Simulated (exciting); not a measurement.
# Zn (P-1) in exciting: notebook

Aim: see how the results for Zn move with the level of theory and the settings. Levels: LDA-PZ, RPBE. Tasks: band structure, real-space fields.

Everything below comes from runs of exciting (release sodium). Logs are shortened: lines on timing, memory, paths and dates and some standing lists are left out, and cuts for length are marked.

### Step 1. The crystal as given

The typed cell holds 1 atom: a = 2.957 Å, b = 2.540 Å, c = 2.586 Å, α = 106.99°, β = 108.68°, γ = 110.68°.

### Step 2. Band structure, LDA-PZ

Contents of input.xml:

```xml
<input>
  <title>Zn</title>
  <structure speciespath="./" tshift="false" cartesian="true">
    <crystal scale="1.88972612463">
      <basevect>-1.593581570000 1.776615140000 1.746021580000</basevect>
      <basevect>1.503920650000 -1.506638800000 1.386384310000</basevect>
      <basevect>1.544111540000 1.457168770000 -1.476045230000</basevect>
    </crystal>
    <species speciesfile="Zn.xml" rmt="2">
      <atom coord="0.000000000000 0.000000000000 0.000000000000"/>
    </species>
  </structure>
  <groundstate do="fromscratch" ngridk="11 12 12" rgkmax="8" gmaxvr="14" lmaxapw="10" lmaxmat="10" lmaxvr="8" xctype="LDA_PZ" stype="Fermi Dirac" swidth="0.02" nempty="8" ValenceRelativity="iora*" epsengy="1e-05" epspot="1e-05" maxscl="60" outputlevel="high"/>
  <properties>
    <bandstructure>
      <plot1d>
        <path steps="80">
          <point coord="0.5 0 0" label="X"/>
          <point coord="0 0 0" label="G"/>
          <point coord="-0.5 0.5 0" label="Y" breakafter="true"/>
          <point coord="0 0.5 0" label="L"/>
          <point coord="0 0 0" label="G"/>
          <point coord="0 -0.5 0.5" label="Z" breakafter="true"/>
          <point coord="0.5 -0.5 0.5" label="N"/>
          <point coord="0 0 0" label="G"/>
          <point coord="-0.5 0 0.5" label="M" breakafter="true"/>
          <point coord="0 0 0.5" label="R"/>
          <point coord="0 0 0" label="G"/>
        </path>
      </plot1d>
    </bandstructure>
    <chargedensityplot>
      <plot3d>
        <box grid="15 13 13">
          <origin coord="0 0 0"/>
          <point coord="1 0 0"/>
          <point coord="0 1 0"/>
          <point coord="0 0 1"/>
        </box>
      </plot3d>
    </chargedensityplot>
    <elfplot>
      <plot3d>
        <box grid="15 13 13">
          <origin coord="0 0 0"/>
          <point coord="1 0 0"/>
          <point coord="0 1 0"/>
          <point coord="0 0 1"/>
        </box>
      </plot3d>
    </elfplot>
    <exccplot>
      <plot3d>
        <box grid="15 13 13">
          <origin coord="0 0 0"/>
          <point coord="1 0 0"/>
          <point coord="0 1 0"/>
          <point coord="0 0 1"/>
        </box>
      </plot3d>
    </exccplot>
  </properties>
</input>
```

Potentials or basis: all-electron LAPW+lo, shipped species files, valence relativity iora*.

Started as:

```sh
> OMP_NUM_THREADS=1 exciting_smp
```

INFO.OUT:

```text
================================================================================
EXCITING SODIUM started
All units are atomic (Hartree, Bohr, etc.)
================================================================================

********************************************************************************
* Ground-state run starting from atomic densities                              *
********************************************************************************

++++++++++++++++++++++++++++++++++++++++++++++++++++++++++++++++++++++++++++++++
+ Starting initialization                                                      +
++++++++++++++++++++++++++++++++++++++++++++++++++++++++++++++++++++++++++++++++

 Lattice vectors (cartesian) :
     -3.0114327246      3.3573160435      3.2995025939
      2.8419981417     -2.8471347007      2.6198866494
      2.9179479165      2.7536498927     -2.7893212323

 Reciprocal lattice vectors (cartesian) :
      0.0442294276      0.9469496085      0.9811085300
      1.1219869496     -0.0746716060      1.1000095602
      1.1061521725      1.0500158648     -0.0588368255

 Unit cell volume                           :     103.3226843449
 Brillouin zone volume                      :       2.4007333435

 Species :    1 (Zn)
     parameters loaded from                 :    Zn.xml
     name                                   :    zinc
     nuclear charge                         :     -30.00000000
     electronic charge                      :      30.00000000
     atomic mass                            :  119198.67800000
     muffin-tin radius                      :       2.00000000
     # of radial points in muffin-tin       :     350

     atomic positions (cartesian) :
       1 :   0.00000000  0.00000000  0.00000000

 Total number of atoms per unit cell        :       1

[... 51 lines left out ...]
* Groundstate module started                                                   *
********************************************************************************
 Output level for this task is set to high

++++++++++++++++++++++++++++++++++++++++++++++++++++++++++++++++++++++++++++++++
+ Self-consistent loop started                                                 +
++++++++++++++++++++++++++++++++++++++++++++++++++++++++++++++++++++++++++++++++
 Density and potential initialised from atomic data

++++++++++++++++++++++++++++++++++++++++++++++++++++++++++++++++++++++++++++++++
+ SCF iteration number :    1                                                  +
++++++++++++++++++++++++++++++++++++++++++++++++++++++++++++++++++++++++++++++++
 Total energy                               :     -1788.19925218
 _______________________________________________________________
 Fermi energy                               :         0.26606811
 Kinetic energy                             :      1828.25445448
 Coulomb energy                             :     -3547.72397042
 Exchange energy                            :       -66.06763857
 Correlation energy                         :        -2.66209767
 Sum of eigenvalues                         :     -1024.66362972
 Effective potential energy                 :     -2852.91808420
 Coulomb potential energy                   :     -2761.90128161
 xc potential energy                        :       -91.01680259
 Hartree energy                             :       551.05361153
 Electron-nuclear energy                    :     -3864.00850467
[... 408 lines left out ...]
 RMS change in effective potential (target) :  0.584930E-09  ( 0.100000E-04)
 Absolute change in total energy   (target) :  0.511427E-06  ( 0.100000E-04)
 Charge distance                   (target) :  0.961737E-09  ( 0.100000E-04)

++++++++++++++++++++++++++++++++++++++++++++++++++++++++++++++++++++++++++++++++
| Convergency criteria checked for the last 2 iterations                       +
| Convergence targets achieved. Performing final SCF iteration                 +
++++++++++++++++++++++++++++++++++++++++++++++++++++++++++++++++++++++++++++++++
 Total energy                               :     -1793.42737681
 _______________________________________________________________
 Fermi energy                               :         0.24354801
 Kinetic energy                             :      1825.51485913
 Coulomb energy                             :     -3550.01213996
 Exchange energy                            :       -66.26287602
 Correlation energy                         :        -2.66721996
 Sum of eigenvalues                         :     -1026.43617342
 Effective potential energy                 :     -2851.95103254
 Coulomb potential energy                   :     -2760.66851306
 xc potential energy                        :       -91.28251948
 Hartree energy                             :       554.57454961
 Electron-nuclear energy                    :     -3869.81761229
 Nuclear-nuclear energy                     :      -234.76907728
 Madelung energy                            :     -2169.67788343
 Core-electron kinetic energy               :         0.00000000

 DOS at Fermi energy (states/Ha/cell)       :         7.99600417

 Electron charges :
     core                                   :        12.00000000
     core leakage                           :         0.00088454
     valence                                :        18.00000000
     interstitial                           :         1.87464134
     charge in muffin-tin spheres :
                  atom     1    Zn          :        28.12535866
     total charge in muffin-tins            :        28.12535866
     total charge                           :        30.00000000

++++++++++++++++++++++++++++++++++++++++++++++++++++++++++++++++++++++++++++++++
+ Self-consistent loop stopped                                                 +
++++++++++++++++++++++++++++++++++++++++++++++++++++++++++++++++++++++++++++++++
 STATE.OUT is written

********************************************************************************
* Groundstate module stopped                                                   *
********************************************************************************

================================================================================
| EXCITING SODIUM stopped                                                      =
================================================================================
```

WARNINGS.OUT:

```text
Inversion symmetry is present. Consider using input%groundstate%solver%type = "inversionsymmetry"
```

It took 3.8 min on 1 thread of Arm Neoverse V2, shared host; peak memory 0.1 GiB.

These settings aren't checked as converged (typed here: swidth = 0.02): the numbers below hold their error.

What came out:

```
Band gap on the k mesh                            : none (metal or under the smearing width)
All electrons inside the program's atomic spheres : Zn 28.13 (radii Zn 2.0 bohr)
Density of states at the Fermi level              : 0.29 states/eV per cell
```

### Step 3. Real-space fields, RPBE

Contents of run_exciting.py:

```python
import subprocess
import xml.etree.ElementTree as ET
from ase.io import read
from ase.units import Bohr

atoms = read("Zn.cif")
rmt = {'Zn': 2.0}  # bohr
tasks = """
<groundstate do="fromscratch" ngridk="11 12 12" rgkmax="8" gmaxvr="14" lmaxapw="10" lmaxmat="10" lmaxvr="8" stype="Fermi Dirac" swidth="0.00099958" nempty="8" ValenceRelativity="iora*" epsengy="1e-05" epspot="1e-05" maxscl="60" outputlevel="normal">
  <libxc exchange="XC_GGA_X_RPBE" correlation="XC_GGA_C_PBE"/>
</groundstate>
<properties>
  <chargedensityplot>
    <plot3d>
      <box grid="15 13 13">
        <origin coord="0 0 0"/>
        <point coord="1 0 0"/>
        <point coord="0 1 0"/>
        <point coord="0 0 1"/>
      </box>
    </plot3d>
  </chargedensityplot>
  <elfplot>
    <plot3d>
      <box grid="15 13 13">
        <origin coord="0 0 0"/>
        <point coord="1 0 0"/>
        <point coord="0 1 0"/>
        <point coord="0 0 1"/>
      </box>
    </plot3d>
  </elfplot>
  <exccplot>
    <plot3d>
      <box grid="15 13 13">
        <origin coord="0 0 0"/>
        <point coord="1 0 0"/>
        <point coord="0 1 0"/>
        <point coord="0 0 1"/>
      </box>
    </plot3d>
  </exccplot>
</properties>
"""

root = ET.Element("input")
ET.SubElement(root, "title").text = "Zn"
structure = ET.SubElement(root, "structure", speciespath="./", tshift="false")
crystal = ET.SubElement(structure, "crystal", scale="1.0")
for vector in atoms.cell / Bohr:
    ET.SubElement(crystal, "basevect").text = " ".join(f"{x:.12f}" for x in vector)
symbols = atoms.get_chemical_symbols()
for element in dict.fromkeys(symbols):
    species = ET.SubElement(structure, "species", speciesfile=element + ".xml", rmt=str(rmt[element]))
    for symbol, position in zip(symbols, atoms.get_scaled_positions(wrap=False)):
        if symbol == element:
            ET.SubElement(species, "atom", coord=" ".join(f"{x:.12f}" for x in position))
root.extend(ET.fromstring("<tasks>" + tasks + "</tasks>"))
ET.indent(root)
ET.ElementTree(root).write("input.xml")
subprocess.run(["exciting_smp"], check=True)
```

Contents of Zn.cif:

```cif
data_Zn
_cell_length_a 2.95710246
_cell_length_b 2.54043289
_cell_length_c 2.58579404
_cell_angle_alpha 106.99061885
_cell_angle_beta 108.68016651
_cell_angle_gamma 110.67769725
_space_group_name_H-M_alt 'P1'
_space_group_name_Hall 'P 1'
_space_group_IT_number 1
loop_
_space_group_symop_operation_xyz
'x,y,z'
loop_
_atom_site_label
_atom_site_type_symbol
_atom_site_symmetry_multiplicity
_atom_site_Wyckoff_symbol
_atom_site_fract_x
_atom_site_fract_y
_atom_site_fract_z
_atom_site_occupancy
Zn1 Zn 1 a 0.0000000000 0.0000000000 0.0000000000 1
```

Potentials or basis: all-electron LAPW+lo, shipped species files, valence relativity iora*.

Started as:

```sh
> OMP_NUM_THREADS=1 python run_exciting.py
```

What it wrote:

```text
================================================================================
EXCITING SODIUM started
[... 10 lines left out ...]

 Lattice vectors (cartesian) :
      5.5881137754      0.0000000000      0.0000000000
     -1.6951863975      4.4914673182      0.0000000000
     -1.5650546703     -2.1168971762      4.1166334610

 Reciprocal lattice vectors (cartesian) :
      1.1243839263      0.4243691877      0.6456898034
     -0.0000000000      1.3989159582      0.7193648086
      0.0000000000     -0.0000000000      1.5262921430

 Unit cell volume                           :     103.3226850265
 Brillouin zone volume                      :       2.4007333276

 Species :    1 (Zn)
     parameters loaded from                 :    Zn.xml
     name                                   :    zinc
     nuclear charge                         :     -30.00000000
     electronic charge                      :      30.00000000
     atomic mass                            :  119198.67800000
     muffin-tin radius                      :       2.00000000
     # of radial points in muffin-tin       :     350

     atomic positions (lattice) :
       1 :   0.00000000  0.00000000  0.00000000

 Total number of atoms per unit cell        :       1

 Spin treatment                             :    spin-unpolarised

 Number of Bravais lattice symmetries       :       2
 Number of crystal symmetries               :       2

 k-point grid                               :      11   12   12
 Total number of k-points                   :     794
 k-point set is reduced with crystal symmetries

 R^MT_min * |G+k|_max (rgkmax)              :       8.00000000
 Species with R^MT_min                      :       1 (Zn)
 Maximum |G+k| for APW functions            :       4.00000000
 Maximum |G| for potential and density      :      14.00000000

 G-vector grid sizes                        :      25    24    24
 Total number of G-vectors                  :    4789

 Maximum angular momentum used for
     APW functions                          :      10
     computing H and O matrix elements      :      10
     potential and density                  :       8
     inner part of muffin-tin               :       2

 Total nuclear charge                       :     -30.00000000
 Total electronic charge                    :      30.00000000
 Total core charge                          :      12.00000000
 Total valence charge                       :      18.00000000

 Number of empty states                     :       8
 Total number of valence states             :      18

 Maximum Hamiltonian size                   :     132
 Maximum number of plane-waves              :     120
 Total number of local-orbitals             :      12

 Exchange-correlation type                  :     100
     libxc; exchange: Hammer, Hansen, and Norskov; correlation: Perdew, Burke & Ernzerhof (see libxc for references)

 Smearing scheme                            :    Fermi-Dirac
 Smearing width                             :       0.00099958

 Using multisecant Broyden potential mixing
[... 16 lines left out ...]
+ SCF iteration number :    1                                                  +
++++++++++++++++++++++++++++++++++++++++++++++++++++++++++++++++++++++++++++++++
 Total energy                               :     -1792.74314571
 _______________________________________________________________
 Fermi energy                               :         0.28933782
 Kinetic energy                             :      1831.44160823
 Coulomb energy                             :     -3552.44359978
 Exchange energy                            :       -70.28797512
 Correlation energy                         :        -1.45317903

 DOS at Fermi energy (states/Ha/cell)       :         8.03446541

 Electron charges :
     core                                   :        12.00000000
     core leakage                           :         0.00086397
     valence                                :        18.00000000
     interstitial                           :         1.93741491
     charge in muffin-tin spheres :
                  atom     1    Zn          :        28.06258509
     total charge in muffin-tins            :        28.06258509
     total charge                           :        30.00000000

++++++++++++++++++++++++++++++++++++++++++++++++++++++++++++++++++++++++++++++++
+ SCF iteration number :    2                                                  +
++++++++++++++++++++++++++++++++++++++++++++++++++++++++++++++++++++++++++++++++
 Total energy                               :     -1795.61783600
 _______________________________________________________________
 Fermi energy                               :         0.28102253
 Kinetic energy                             :      1830.09301999
 Coulomb energy                             :     -3553.85086874
 Exchange energy                            :       -70.40568521
 Correlation energy                         :        -1.45430204

 DOS at Fermi energy (states/Ha/cell)       :         7.78631421

 Electron charges :
     core                                   :        12.00000000
     core leakage                           :         0.00084507
     valence                                :        18.00000000
     interstitial                           :         1.89935655
     charge in muffin-tin spheres :
                  atom     1    Zn          :        28.10064345
     total charge in muffin-tins            :        28.10064345
     total charge                           :        30.00000000
[... 217 lines left out ...]
 RMS change in effective potential (target) :  0.243594E-07  ( 0.100000E-04)
 Absolute change in total energy   (target) :  0.879199E-05  ( 0.100000E-04)
 Charge distance                   (target) :  0.156848E-07  ( 0.100000E-04)

++++++++++++++++++++++++++++++++++++++++++++++++++++++++++++++++++++++++++++++++
+ SCF iteration number :   11                                                  +
++++++++++++++++++++++++++++++++++++++++++++++++++++++++++++++++++++++++++++++++
 Total energy                               :     -1796.30737441
 _______________________________________________________________
 Fermi energy                               :         0.26469387
 Kinetic energy                             :      1829.27515830
 Coulomb energy                             :     -3553.71180598
 Exchange energy                            :       -70.41617560
 Correlation energy                         :        -1.45455113

 DOS at Fermi energy (states/Ha/cell)       :         7.76964971

 Electron charges :
     core                                   :        12.00000000
     core leakage                           :         0.00083419
     valence                                :        18.00000000
     interstitial                           :         1.88989662
     charge in muffin-tin spheres :
                  atom     1    Zn          :        28.11010338
     total charge in muffin-tins            :        28.11010338
     total charge                           :        30.00000000

 RMS change in effective potential (target) :  0.776233E-08  ( 0.100000E-04)
 Absolute change in total energy   (target) :  0.218355E-05  ( 0.100000E-04)
 Charge distance                   (target) :  0.368312E-08  ( 0.100000E-04)

++++++++++++++++++++++++++++++++++++++++++++++++++++++++++++++++++++++++++++++++
| Convergency criteria checked for the last 2 iterations                       +
| Convergence targets achieved. Performing final SCF iteration                 +
++++++++++++++++++++++++++++++++++++++++++++++++++++++++++++++++++++++++++++++++
 Total energy                               :     -1796.30737497
 _______________________________________________________________
 Fermi energy                               :         0.26469386
 Kinetic energy                             :      1829.27515812
 Coulomb energy                             :     -3553.71180633
 Exchange energy                            :       -70.41617563
 Correlation energy                         :        -1.45455113

 DOS at Fermi energy (states/Ha/cell)       :         7.76965111

 Electron charges :
     core                                   :        12.00000000
     core leakage                           :         0.00083419
     valence                                :        18.00000000
     interstitial                           :         1.88989661
     charge in muffin-tin spheres :
                  atom     1    Zn          :        28.11010339
     total charge in muffin-tins            :        28.11010339
     total charge                           :        30.00000000

++++++++++++++++++++++++++++++++++++++++++++++++++++++++++++++++++++++++++++++++
[... 7 lines left out ...]

--------------------------------------------------------------------------------
- CAUTION! Warnings have been written in file WARNING.OUT !                    -
--------------------------------------------------------------------------------
================================================================================
| EXCITING SODIUM stopped                                                      =
================================================================================
```

It took 3.3 min on 1 thread of Arm Neoverse V2, shared host; peak memory 0.1 GiB.

Results:

* Band gap on the k mesh: none (metal or under the smearing width)
* All electrons inside the program's atomic spheres: Zn 28.11 (radii Zn 2.0 bohr)
